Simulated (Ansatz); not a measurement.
Settings and field gradients in CO₂

Cell: a Materials Project structure (computed, not necessarily an observed phase), taken as it stands.

Space group Pbcn (No. 60); a = 4.7845, b = 6.3155, c = 5.6789 Å.

| site | Wyckoff | site symmetry | x | y | z |
| --- | --- | --- | --- | --- | --- |
| C | 4c | .2. | 0.5000 | 0.8530 | 0.7500 |
| O | 8d | 1 | 0.7010 | 0.1463 | 0.1336 |

One atom of each set is listed.

Reference run. Level of theory: DFT, PBE, plane waves and PAW, scalar-relativistic, 420 eV cutoff, Γ-centred 4×3×4 k-points, Fermi–Dirac smearing 0.02 eV (Ansatz 0.2.0).

It gives V_zz (10²¹ V/m²) O 7.09 (η 0.03), C -2.92 (η 0.01). Each of these runs changes the input as listed (caps on SCF iterations aside):

A. basis.xc_grid: not typed → 3; scf.occupations.method: fermi_dirac → methfessel_paxton; scf.occupations.width: 0.02 → 0.15; scf.occupations.width: 0.15 → not typed; scf.occupations.method: methfessel_paxton → tetrahedron_uncorrected
B. kpoints.mp_grid: mp_grid → mp-grid

Question: How does each run end, and how far do the gradients move?

Answer: 

```
run   O V_zz (η)    C V_zz (η)  largest change of a gradient tensor, all atoms                              note
  A  7.09 (0.03)  -2.92 (0.01)                                            0.00                         converged
  B            –             –                                               –  refused: unknown field `mp-grid`
```

Run A, the only one that finished, moves no gradient tensor by more than 0.01. Run B holds a misspelt key.
